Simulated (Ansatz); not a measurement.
Cell and atoms are relaxed with the symmetry kept. Start:

```cif
data_structure
_symmetry_space_group_name_H-M 'Fm-3m'
_symmetry_Int_Tables_number 225
_cell_length_a 6.3910
_cell_length_b 6.3910
_cell_length_c 6.3910
_cell_angle_alpha 90.000
_cell_angle_beta 90.000
_cell_angle_gamma 90.000
_cell_volume 261.04
loop_
_atom_site_label
_atom_site_type_symbol
_atom_site_symmetry_multiplicity
_atom_site_Wyckoff_symbol
_atom_site_fract_x
_atom_site_fract_y
_atom_site_fract_z
_atom_site_occupancy
Mg1 Mg 8 c 0.25000 0.75000 0.75000 1
Si1 Si 4 a 0.00000 0.00000 0.00000 1
```

All numbers below come from Ansatz, DFT PBE, scalar-relativistic, plane waves, PAW.

Plane waves to 420 eV, a k mesh through Γ of 10×10×10 on the computed 3-atom cell and Gaussian smearing (0.01 eV); no spin polarisation.

What does it relax to?

The volume drops by 0.26 Å³/atom to 21.49 Å³/atom, and the energy falls by 0.5 meV/atom. Final structure:
```xyz
3
Lattice="0.0000 3.1825 3.1825 3.1825 0.0000 3.1825 3.1825 3.1825 0.0000" Properties=species:S:1:pos:R:3 pbc="T T T"
Mg    1.5912    1.5912    1.5912
Mg    4.7737    4.7737    4.7737
Si    0.0000    0.0000    0.0000
```

Course of the relaxation (steps run on the plane waves of an earlier cell, and the basis is chosen afresh near the end, so energy and pressure can step there; trial steps that raised the energy were taken back; energies are free energies):

```csv
step,E − E_final (meV/atom),P (GPa),V (Å³/atom)
1,0.5,-0.65,21.75
2,0.0,0.16,21.43
3,0.0,0.00,21.49
4,0.0,0.00,21.49
```